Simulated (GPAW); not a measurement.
Input of a GPAW 26.7.0 run:

Contents of run.py:

```python
from ase import Atoms
from ase.dft.bandgap import bandgap
from ase.io import write
from ase.units import Bohr, GPa
from gpaw import GPAW, PW
from gpaw.elf import elf_from_dft_calculation

atoms = Atoms(['I', 'Cu'],
              cell=[[0.0, 3.0315, 3.0315],
                    [3.0315, 0.0, 3.0315],
                    [3.0315, 3.0315, 0.0]],
              scaled_positions=[[0.0, 0.0, 0.0],
                                [0.75, 0.75, 0.75]],
              pbc=True)

calc = GPAW(mode=PW(600),
            xc='PBE',
            kpts={'size': (8, 8, 8), 'gamma': True},
            occupations={'name': 'methfessel-paxton', 'order': 0, 'width': 0.03},
            nbands=19,
            convergence={'density': 1e-05, 'energy': 1e-05},
            maxiter=150,
            txt='gpaw.txt')
atoms.calc = calc
energy = atoms.get_potential_energy()
forces = atoms.get_forces()
stress = atoms.get_stress()
calc.write('gs.gpw')
write('result.traj', atoms)
print(f'Energy: {energy:.6f} eV')
print('Forces (eV/A):')
print(forces.round(4))
print('Stress (GPa):', (stress / GPa).round(3))
print('Fermi level:', round(calc.get_fermi_level(), 4), 'eV')
print(f'Gap: {bandgap(calc)[0]:.4f} eV, direct: {bandgap(calc, direct=True)[0]:.4f} eV')

# fields on the real-space grid
write('density.cube', atoms, data=calc.get_pseudo_density() * Bohr**3)
write('potential.cube', atoms, data=calc.get_electrostatic_potential())
write('elf.cube', atoms, data=elf_from_dft_calculation(calc).data)
```

Potentials or basis: GPAW PAW data sets (gpaw-data 1.2.1), pw.

Run with:

```sh
$ OMP_NUM_THREADS=1 python run.py
```

Question: Estimate the pressure.

Answer: 0.9 GPa.

Question: Predict the band gap on the k mesh.

Answer: 1.14 eV, direct.

Caveat: with this Cu data set, volumes or pressures lay over 1.5 % or 2 GPa off other programs in two to four cells of ten; spin-orbit coupling is left out, which moves the levels of the heavy elements.
